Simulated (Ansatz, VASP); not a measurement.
Two plane-wave programs on KTaO3

```xyz
5
Lattice="3.9883 0.0000 0.0000 0.0000 3.9883 0.0000 0.0000 0.0000 3.9883" Properties=species:S:1:pos:R:3 pbc="T T T"
Ta    0.0000    0.0000    0.0000
K     1.9942    1.9942    1.9942
O     0.0000    0.0000    1.9942
O     0.0000    1.9942    0.0000
O     1.9942    0.0000    0.0000
```

Alike in both runs: functional PBEsol; k mesh 7 × 7 × 7; occupations fermi-dirac, width 0.05 eV; no spin polarisation; Hubbard terms Ta d U = 6.0 eV.

|  | VASP | Ansatz |
| --- | --- | --- |
| version | VASP 6.6.1 | Ansatz 0.2.0 |
| potentials or method | VASP PAW PBE potentials, release 64 (Ta_pv, K_sv, O) | Ansatz PAW |
| plane-wave cutoff (eV) | 520 | 420 |
| valence electrons in the cell | 38 | 40 |
| task | single point | projected density of states |

Ansatz gave:

| Item | Value |
| --- | --- |
| gap on the k mesh at the Fermi level (eV) | 3.00 |
| least direct gap on the mesh (eV) | 3.63 |
| pressure (GPa) | 1.4 |

Q: What did VASP give for the same quantities?

A: gap on the k mesh at the Fermi level (eV): 2.98; least direct gap on the mesh (eV): 3.63; pressure (GPa): 6.5.

The programs project onto different local orbitals, so the same U acts differently. The two sets of potentials don't hold the same shells in valence.

Caveats: spin-orbit coupling is left out, which moves the levels of the heavy elements; the PAW data sets were made with another functional, which shifts forces and pressure a little (VASP); an odd mesh through Γ misses points on the zone boundary, where band edges often lie (VASP); odd divisions of the mesh miss points on the zone boundary, where band edges often lie, so the gap on the mesh can be too wide (Ansatz); the pressure holds a Pulay correction of +0.6 GPa for the finite cutoff (Ansatz); the PAW data sets come from PBE, with cores solved anew for the run's functional, which leaves a small shift of forces and pressure (Ansatz); the density of states is complete only up to the lowest level of the last band computed (Ansatz).
